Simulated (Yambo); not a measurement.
# KI (Fm-3m) in Yambo: notebook, part 2 of 2

Yambo 5.3.0. Earlier steps stand in the parts before.

### 5 G0W0 quasiparticle levels, LDA

File g0w00.in:

```
gw0
dyson
el_el_corr
rim_cut
HF_and_locXC
ppa
em1d
RandQpts= 1000000
RandGvec= 50 RL
EXXRLvcs= 72 Ry
VXCRLvcs= 72 Ry
Chimod= "HARTREE"
% BndsRnXp
 1 | 128 |
%
NGsBlkXp= 5 Ry
% LongDrXp
 1 | 1 | 1 |
%
PPAPntXp= 27.21138 eV
% GbndRnge
 1 | 128 |
%
GTermKind= "BG"
DysSolver= "n"
ExtendOut
% QPkrange
 1 | 1 | 6 | 9 |
%
```

File scf.in:

```
&CONTROL
  calculation = 'scf'
  prefix = 'pwscf'
  outdir = './tmp'
  pseudo_dir = './pseudo'
/
&SYSTEM
  ibrav = 0
  A = 4.99609832
  nat = 2
  ntyp = 2
  ecutwfc = 72
  nbnd = 14
  occupations = 'smearing'
  smearing = 'fd'
  degauss = 0.00367493
  force_symmorphic = .true.
/
&ELECTRONS
  conv_thr = 4d-10
  electron_maxstep = 120
  mixing_beta = 0.5
/
ATOMIC_SPECIES
I    126.9045 I.upf
K     39.0983 K.upf
CELL_PARAMETERS alat
   0.0000000000    0.7071067809    0.7071067809
   0.7071067809    0.0000000000    0.7071067809
   0.7071067809    0.7071067809    0.0000000000
ATOMIC_POSITIONS alat
I      0.7071067809    0.7071067809    0.7071067809
K      0.0000000000    0.0000000000    0.0000000000
K_POINTS automatic
8 8 8 0 0 0
```

File nscf.in:

```
&CONTROL
  calculation = 'nscf'
  prefix = 'pwscf'
  outdir = './tmp'
  pseudo_dir = './pseudo'
/
&SYSTEM
  ibrav = 0
  A = 4.99609832
  nat = 2
  ntyp = 2
  ecutwfc = 72
  nbnd = 128
  occupations = 'fixed'
  force_symmorphic = .true.
/
&ELECTRONS
  conv_thr = 1d-08
  diago_full_acc = .true.
  diago_thr_init = 1d-06
/
ATOMIC_SPECIES
I    126.9045 I.upf
K     39.0983 K.upf
CELL_PARAMETERS alat
   0.0000000000    0.7071067809    0.7071067809
   0.7071067809    0.0000000000    0.7071067809
   0.7071067809    0.7071067809    0.0000000000
ATOMIC_POSITIONS alat
I      0.7071067809    0.7071067809    0.7071067809
K      0.0000000000    0.0000000000    0.0000000000
K_POINTS automatic
4 4 4 0 0 0
```

Potentials or basis: PseudoDojo 0.4.1 SR LDA standard.

Command:

```bash
OMP_NUM_THREADS=1 pw.x -in scf.in > scf.out
OMP_NUM_THREADS=1 pw.x -in nscf.in > nscf.out
cd tmp/pwscf.save; p2y; mv SAVE ../..; cd ../..
OMP_NUM_THREADS=1 yambo
OMP_NUM_THREADS=1 yambo -F g0w00.in -J g0w00 -C g0w00_out
```

Yambo's report:

```text
[... sections 02.01 to 02.04 as in the set-up run ...]

  [02.05] Energies & Occupations
  ==============================

  [X] === General ===
  [X] Electronic Temperature                        :  0.000000  0.000000 [eV K]
  [X] Bosonic    Temperature                        :  0.000000  0.000000 [eV K]
  [X] Finite Temperature mode                       : no
  [X] El. density                                   :  0.18144E+24 [cm-3]
  [X] Fermi Level                                   :  1.108347 [eV]

  [X] === Gaps and Widths ===
  [X] Conduction Band Min                           :  3.603367 [eV]
  [X] Valence Band Max                              :  0.000000 [eV]
  [X] Filled Bands                                  :   8
  [X] Empty Bands                                   :    9  128
  [X] Direct Gap                                    :  3.603367 [eV]
  [X] Direct Gap localized at k                     :  1
  [X] Indirect Gap                                  :  3.603367 [eV]
  [X] Indirect Gap between kpts                     :  1  1
  [X] Last valence band width                       :  0.628605 [eV]
  [X] 1st conduction band width                     :  2.639787 [eV]

 [03] Transferred momenta grid and indexing
 ==========================================

 IBZ Q-points                                      :   8
 BZ  Q-points                                      :   64

 K/Q-points units:
[... 218 lines left out ...]
   B=8 Eo=  0.00 E= -1.50 E-Eo= -1.50 Re(Z)=0.82 Im(Z)=-0.147610E-2 nlXC= -14.1698 lXC= -11.0802 So=  1.25868
   B=9 Eo=  3.60 E=  4.42 E-Eo=  0.82 Re(Z)=0.86 Im(Z)=-0.116472E-2 nlXC= -3.06931 lXC= -6.95002 So= -2.92211

  [WR./g0w00//ndb.QP]-------------------------------------------------------------
   Lattice constants                                :  6.675977  6.675977  6.675977
   Coulomb cutoff potential                         : none
   Electronic Temperature                           :  0.000000 [K]
   Bosonic    Temperature                           :  0.000000 [K]
   Green`s function   energies                      : Slater exchange(X)+Perdew & Wang(C)
   wavefunctions                                    : Slater exchange(X)+Perdew & Wang(C)
   PPA    diel. fun.  energies                      : Slater exchange(X)+Perdew & Wang(C)
   wavefunctions                                    : Slater exchange(X)+Perdew & Wang(C)
   QP tot states                                    :   4
   GW solver                                        : Newton
   GW approximation                                 : PPA
   PPA imaginary Energy                             :  27.21138 ev
   RIM G`s                                          :   51
   RIM random pts                                   :  1000000
   dS/dw steps                                      :  2
   dS/dw step                                       :  0.100000 ev
   X G`s                                            :  137 used
   X G`s                                            :  137 disk
   X bands                                          :    1  128
   X poles                                          :  100.0000 o/o
   X e/h E range                                    : -1.000000 -1.000000 ev
   X Hxc Kernel                                     : HARTREE
   X BZ energy Double Grid                          : no
   X Optical Averaged directions                    : none
   Sc/G bands                                       :    1  128
   Sc/G damping                                     :  0.100000 ev
   Sc bands terminator                              : yes
   Sc terminator kind                               : BG
   Sc Terminator pole                               :  40.81708
   Sx RL components                                 :   6231

   QP @ state[ 1 ] K range                          :  1  1
   QP @ state[ 1 ] b range                          :   6   9
   GF energies kind                                 : Slater exchange(X)+Perdew & Wang(C)
   GF WF`s kind                                     : Slater exchange(X)+Perdew & Wang(C)
   Xs energies kind                                 : Slater exchange(X)+Perdew & Wang(C)
   Xs WF`s kind                                     : Slater exchange(X)+Perdew & Wang(C)
```

It took 5.8 min on 1 thread of Arm Neoverse V1, shared host; peak memory 0.57 GiB.

What came out:

- Band gap on the k mesh, mean-field level: 3.60 eV, direct
- Quasiparticle gap: 5.92 eV
- Least direct quasiparticle gap: 5.92 eV
- Quasiparticle gap at Γ: 5.92 eV
- Band gap of the same states before the correction: 3.60 eV

Quasiparticle terms (eV):
```tsv
k point	band	Kohn-Sham level	Vxc	Σx	Σc	Z	result
(0.000, 0.000, 0.000)	6	0.00	-11.08	-14.17	1.26	0.82	-1.49
(0.000, 0.000, 0.000)	7	0.00	-11.08	-14.17	1.25	0.82	-1.50
(0.000, 0.000, 0.000)	8	0.00	-11.08	-14.17	1.26	0.82	-1.50
(0.000, 0.000, 0.000)	9	3.60	-6.95	-3.07	-2.92	0.86	4.42
```

Caveat: this version prints the column dSc/dw multiplied by 27.2; the terminator is approximate in this version, by hundredths of an eV; spin-orbit coupling is left out, which moves the levels of the heavy elements.

### 6 Hartree-Fock levels, LDA

File hf2.in:

```
rim_cut
HF_and_locXC
RandQpts= 1000000
RandGvec= 50 RL
EXXRLvcs= 72 Ry
VXCRLvcs= 72 Ry
% QPkrange
 1 | 1 | 6 | 10 |
%
```

scf.in is that of step 5.

nscf.in is that of step 5.

Potentials or basis: PseudoDojo 0.4.1 SR LDA standard.

Command:

```bash
OMP_NUM_THREADS=1 pw.x -in scf.in > scf.out
OMP_NUM_THREADS=1 pw.x -in nscf.in > nscf.out
cd tmp/pwscf.save; p2y; mv SAVE ../..; cd ../..
OMP_NUM_THREADS=1 yambo
mkdir -p hf2; ln -s $PWD/g0w00/ndb.RIM hf2/
OMP_NUM_THREADS=1 yambo -F hf2.in -J hf2 -C hf2_out
```

Yambo's report:

```text
[... sections 02.01 to 02.04 as in the set-up run ...]

  [02.05] Energies & Occupations
  ==============================

  [X] === General ===
  [X] Electronic Temperature                        :  0.000000  0.000000 [eV K]
  [X] Bosonic    Temperature                        :  0.000000  0.000000 [eV K]
  [X] Finite Temperature mode                       : no
  [X] El. density                                   :  0.18144E+24 [cm-3]
  [X] Fermi Level                                   :  1.108347 [eV]

  [X] === Gaps and Widths ===
  [X] Conduction Band Min                           :  3.603367 [eV]
  [X] Valence Band Max                              :  0.000000 [eV]
  [X] Filled Bands                                  :   8
  [X] Empty Bands                                   :    9  128
  [X] Direct Gap                                    :  3.603367 [eV]
  [X] Direct Gap localized at k                     :  1
  [X] Indirect Gap                                  :  3.603367 [eV]
  [X] Indirect Gap between kpts                     :  1  1
  [X] Last valence band width                       :  0.628605 [eV]
  [X] 1st conduction band width                     :  2.639787 [eV]

 [03] Transferred momenta grid and indexing
 ==========================================

 IBZ Q-points                                      :   8
 BZ  Q-points                                      :   64

 K/Q-points units:
 rlu = crystal or reduced units; cc = cartesian coordinates; iku = interal k-units

 Q [1]          [rlu]:  0.000000  0.000000  0.000000
 Q [2]          [rlu]: -0.42935E-16 -0.42935E-16  0.25000
 Q [3]          [rlu]:  0.78929E-16  0.78929E-16 -0.50000
 Q [4]          [rlu]:  0.61389E-18  0.25000      0.25000
 Q [5]          [rlu]:  0.24722E-16  0.25000      0.50000
 Q [6]          [rlu]:  0.78929E-16  0.25000     -0.25000
 Q [7]          [rlu]: -0.12278E-17 -0.50000     -0.50000
 Q [8]          [rlu]:  0.250000 -0.500000 -0.250000

 [04] Coloumb potential Random Integration (RIM)
 ===============================================

 Summary of Coulomb integrals for non-metallic bands |Q|[au] RIM/Bare

 Q [1] 0.100000E-4 0.995870 * Q [2] 0.203768 1.064399
 Q [4] 0.235291 1.062979 * Q [6] 0.332752 1.025749
 Q [5] 0.390186 1.018891 * Q [3] 0.407536 1.016436
 Q [7] 0.470582 1.013309 * Q [8] 0.526126 1.010246

 [05] Local Exchange-Correlation + Non-Local Fock
 ================================================

 [VXC] Plane waves :   6231
 [EXS] Plane waves :   6231

 QP @ state[ 1 ] K range:  1  1
 QP @ state[ 1 ] b range:   6  10

 [WF-HF/Rho loader] Normalization (few states)  min/max  :  0.71125E-17   1.0000

 [xc] Functional : Slater exchange(X)+Perdew & Wang(C)
 [xc] LIBXC used to calculate xc functional
  PP Number of Atomic Species                      :  2
  NLCC RL compoments                               :   49229
  PP Number of Atomic Species                      :  2
  NLCC RL compoments                               :   49229
 [WR./hf2//ndb.HF_and_locXC]-----------------------------------------------------
  Brillouin Zone Q/K grids (IBZ/BZ)                :    8   64    8   64
  RL vectors                                       :   7391 [WF]
  Fragmentation                                    : no
  Electronic Temperature                           :  0.000000 [K]
  Bosonic    Temperature                           :  0.000000 [K]
  Green`s function   wavefunctions                 : Slater exchange(X)+Perdew & Wang(C)
  Total number of QP states                        :   5
  Exchange RL vectors                              :   6231
  Exchange summation bands                         :   8
  RIM RL components                                :   51
  RIM random points                                :  1000000

 [xc] E_xc :  -6.487813 [Ha]
      E_xc :  -12.97563 [Ry]

  Local XC kind (lXC) : Slater exchange(X)+Perdew & Wang(C)
  Non-Local XC kind (nlXC) : Hartree-Fock

  Corrections @ K [1] :  [eV]
 <6|nlXC|6> = -14.16977 -0.12332E-16 <6|lXC|6> = -11.08016  0.94408E-16
 <7|nlXC|7> = -14.16977  0.16702E-16 <7|lXC|7> = -11.08016 -0.23602E-16
 <8|nlXC|8> = -14.16977  0.39439E-17 <8|lXC|8> = -11.08016 -0.18882E-15
 <9|nlXC|9> = -3.069306  0.28837E-17 <9|lXC|9> = -6.950020  0.94408E-16
 <10|nlXC|10> = -3.459177  0.16647E-19 <10|lXC|10> = -8.080622  0.47204E-16
```

Wall time 2.3 min (1 thread of Arm Neoverse V1, shared host); peak memory 0.28 GiB.

What came out:

```yaml
Band_gap_on_the_k_mesh_mean-field_level: 3.60 eV, direct
Quasiparticle_gap: 10.57 eV
Least_direct_quasiparticle_gap: 10.57 eV
Quasiparticle_gap_at_Γ: 10.57 eV
Band_gap_of_the_same_states_before_the_correction: 3.60 eV
```

Quasiparticle terms (eV):
```
              k point  band  Kohn-Sham level     Vxc      Σx  Σc  Z  result
(0.000, 0.000, 0.000)     6             0.00  -11.08  -14.17   -  -   -3.09
(0.000, 0.000, 0.000)     7             0.00  -11.08  -14.17   -  -   -3.09
(0.000, 0.000, 0.000)     8             0.00  -11.08  -14.17   -  -   -3.09
(0.000, 0.000, 0.000)     9             3.60   -6.95   -3.07   -  -    7.48
(0.000, 0.000, 0.000)    10             6.30   -8.08   -3.46   -  -   10.92
```

Caveat: spin-orbit coupling is left out, which moves the levels of the heavy elements.

### 7 Overview

| task | level | potentials or basis | k mesh | cutoff (eV) | k mesh of the self-consistent run | direction of the field or of q to 0 | broadening | kernel | top of the energy range | other keys | gap on the mesh (eV) |
| --- | --- | --- | --- | --- | --- | --- | --- | --- | --- | --- | --- |
| optical spectrum | PBEsol | PseudoDojo 0.4.1 SR PBEsol standard | 12 × 12 × 12 | 1007 | 12 × 12 × 12 | z | 0.3 eV | none (independent particles) | 15 eV | - | 3.82 |
| optical spectrum | PBEsol | PseudoDojo 0.4.1 SR PBEsol standard | 12 × 12 × 12 | 1007 | 12 × 12 × 12 | y | 0.2 eV | Hartree (RPA with local fields) | 30 eV | - | 3.82 |
| optical spectrum | PBEsol | PseudoDojo 0.4.1 SR PBEsol standard | 12 × 12 × 12 | 1007 | 12 × 12 × 12 | y | 0.2 eV | Hartree (RPA with local fields) | 20 eV | several, not listed | 3.82 |
| G0W0 quasiparticle levels | LDA | PseudoDojo 0.4.1 SR LDA standard | 4 × 4 × 4 | 980 | 8 × 8 × 8 | x + y + z | 0.1 eV | - | - | - | - |
| Hartree-Fock levels | LDA | PseudoDojo 0.4.1 SR LDA standard | 4 × 4 × 4 | 980 | 8 × 8 × 8 | - | - | - | - | - | - |

Alike in all rows: no spin polarisation; cell as given; smearing fixed.

Caveats: spin-orbit coupling is left out, which moves the levels of the heavy elements; these spectra lack excitons (some runs); independent-particle spectra lack excitons (some runs); this version prints the column dSc/dw multiplied by 27.2 (some runs); the terminator is approximate in this version, by hundredths of an eV (some runs).

Absolute energies hang on the potentials; compare differences alone.

### 8 Comparison with measurements

Step 2. Against the measured gap of KI, 6.32 eV (a printed reference work, monograph), the calculated 3.82 eV is off by -2.50 eV. Spin-orbit coupling on I is left out. The value is that of PBEsol on a finite k mesh, which can miss the band edges, without temperature or zero-point motion. Semilocal functionals fall short of measured gaps as a rule.

Step 3. Against the measured gap of KI, 6.32 eV (a printed reference work, monograph), the calculated 3.82 eV is off by -2.50 eV. Spin-orbit coupling on I is left out. The value is that of PBEsol on a finite k mesh, which can miss the band edges, without temperature or zero-point motion. Semilocal functionals fall short of measured gaps as a rule.

Step 5. Against the measured gap of KI, 6.32 eV (a printed reference work, monograph), the calculated 5.92 eV is off by -0.40 eV. Spin-orbit coupling on I is left out. The value is that of G0W0 on LDA, without temperature or zero-point motion.

Step 6. Against the measured gap of KI, 6.32 eV (a printed reference work, monograph), the calculated 10.57 eV is off by +4.25 eV. So large a miss can be the level of theory's own, or it may mean another phase, state or a wrong row. Spin-orbit coupling on I is left out. The value is that of Hartree-Fock on LDA, without temperature or zero-point motion.
